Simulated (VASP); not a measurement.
Write the native input for VASP 6.6.1 that does the following.

* Task: work function
* Functional: PBEsol
* Potentials or basis: VASP PAW PBE potentials, release 64 (S, Ti_sv)
* Cutoff: 520 eV
* k mesh: 12 × 12 × 1
* Occupations: gaussian, width 0.08 eV
* Spin: no spin polarisation
* Dipole correction: yes
* Further INCAR settings: ALGO = Normal; EDIFF = 1e-06

The structure of TiS2 lies in POSCAR:

```
TiS2                                    
1.0
    3.3367441818      0.0000000000      0.0000000000
   -1.6683720909      2.8897052246      0.0000000000
    0.0000000000      0.0000000000     18.8600000000
  S               Ti            
     2     1
Direct
     0.3333330000000032    0.6666669999999968    0.4243324054752753
     0.6666669999999968    0.3333330000000032    0.5756675945247247
     0.0000000000000000    0.0000000000000000    0.5000000000000000
```

The cell was built by a generator and needn't be a form met in nature.

One way to write it, as run:

INCAR

```
  ALGO = Normal
  DIPOL = 0.5 0.5 0.500
  EDIFF = 1E-6
  ENCUT = 520
  GGA = PS
  IDIPOL = 3
  ISIF = 2
  ISMEAR = 0
  KPAR = 4
  LASPH = True
  LCHARG = True
  LDIPOL = True
  LREAL = False
  LVACPOTAV = True
  LVHAR = True
  LWAVE = False
  NELM = 100
  PREC = Accurate
  SIGMA = 0.08
```

KPOINTS

```
k-points
0
Gamma
  12 12 1
```

Potentials or basis: VASP PAW PBE potentials, release 64 (S, Ti_sv).

Run with:

```sh
$ cat potpaw_PBE.64/S/POTCAR potpaw_PBE.64/Ti_sv/POTCAR > POTCAR
$ mpirun -np 4 vasp_std > vasp.out
```

It gave:

The largest force is 0.040 eV/Å, the band gap on the k mesh is none (metal or under the smearing width) and the work function of the upper face is 5.76 eV. The work function of the lower face is 5.76 eV.

Caveat: the PAW data sets were made with another functional, which shifts forces and pressure a little.

Wall time 30 s on 4 MPI ranks on Intel(R) Xeon(R) Platinum 8559C (Emerald Rapids) (shared host), peak memory 0.35 GiB a rank.
